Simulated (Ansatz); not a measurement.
# MnO: the cost of one run

Computed with Ansatz 0.2.0 (DFT PBE+U (U = 2 eV, J = 0.7 eV on Mn d, around-mean-field double counting), plane waves, PAW, unless a step's input says otherwise).

## (1) Starting point

The structure is hexagonal, space group P6_3mc (No. 186). The conventional cell has a = 3.372 Å, b = 3.372 Å, c = 5.385 Å, α = 90.00°, β = 90.00°, γ = 120.00°. Mn (site symmetry 3m) is surrounded by 4 O at 1.96 to 2.08 Å. O (site symmetry 3m) is surrounded by 4 Mn at 1.96 to 2.08 Å.

Coordinates:

```
CELL_PARAMETERS angstrom
3.37170 0.00000 0.00000
-1.68585 2.91998 5.38550
0.00000 0.00000 10.77100
ATOMIC_POSITIONS crystal
Mn 0.33333 0.66667 0.67215
Mn 0.66667 0.33333 0.08881
O 0.33333 0.66667 0.85440
O 0.66667 0.33333 0.27107
Mn 0.33333 0.66667 0.17215
Mn 0.66667 0.33333 0.58881
O 0.33333 0.66667 0.35440
O 0.66667 0.33333 0.77107
```

Magnetic order typed: antiferromagnetic, doubled cell 0 1/2 1/2.

## (2) From atoms, symmetry kept, no search

Contents of input.yaml:

```yaml
crystal:
  lattice:
    - [3.37170019, 0.0, 0.0]
    - [-1.68585009, 2.91997802, 5.38549882]
    - [0.0, 0.0, 10.77099764]
  atoms:
    - { symbol: Mn, position: [0.3333333333, 0.6666666667, 0.6721466666], spin: 5.0 }
    - { symbol: Mn, position: [0.6666666667, 0.3333333333, 0.0888133334], spin: 5.0 }
    - { symbol: O, position: [0.3333333333, 0.6666666667, 0.8544016667] }
    - { symbol: O, position: [0.6666666667, 0.3333333333, 0.2710683334] }
    - { symbol: Mn, position: [0.3333333333, 0.6666666667, 0.1721466667], spin: -5.0 }
    - { symbol: Mn, position: [0.6666666667, 0.3333333333, 0.5888133334], spin: -5.0 }
    - { symbol: O, position: [0.3333333333, 0.6666666667, 0.3544016666] }
    - { symbol: O, position: [0.6666666667, 0.3333333333, 0.7710683334] }
basis:
  ecutwfc: 420
  ecutrho_ratio: 4
kpoints:
  mp_grid: { grid: [6, 6, 6] }
hamiltonian:
  xc: pbe
  hubbard:
    sites:
      - { site: 0, l: d, u: 2.0, j: 0.7 }
      - { site: 1, l: d, u: 2.0, j: 0.7 }
      - { site: 4, l: d, u: 2.0, j: 0.7 }
      - { site: 5, l: d, u: 2.0, j: 0.7 }
    double_counting: amf
scf:
  occupations: { method: gaussian, width: 0.05 }
  lower_state_search: "off"
  max_iter: 150
output:
  forces: true
  stress: true
  eigenvalues: true
  populations: true
  hubbard:
    sites:
      - { site: 0, l: d }
      - { site: 1, l: d }
      - { site: 4, l: d }
      - { site: 5, l: d }
magnetization:
  spin_polarized: true
```

On the command line:

```bash
ansatz run input.yaml --threads 4 --pin off --max-ram 6144MiB --backend cpu --events-out ev --progress --plain --runs-dir out
```

**Question.** How long does this run take on 4 threads of Intel Xeon Platinum 8488C (Sapphire Rapids), shared host, and how much memory does it need?

About 19 s, with a peak of 1.1 GiB.
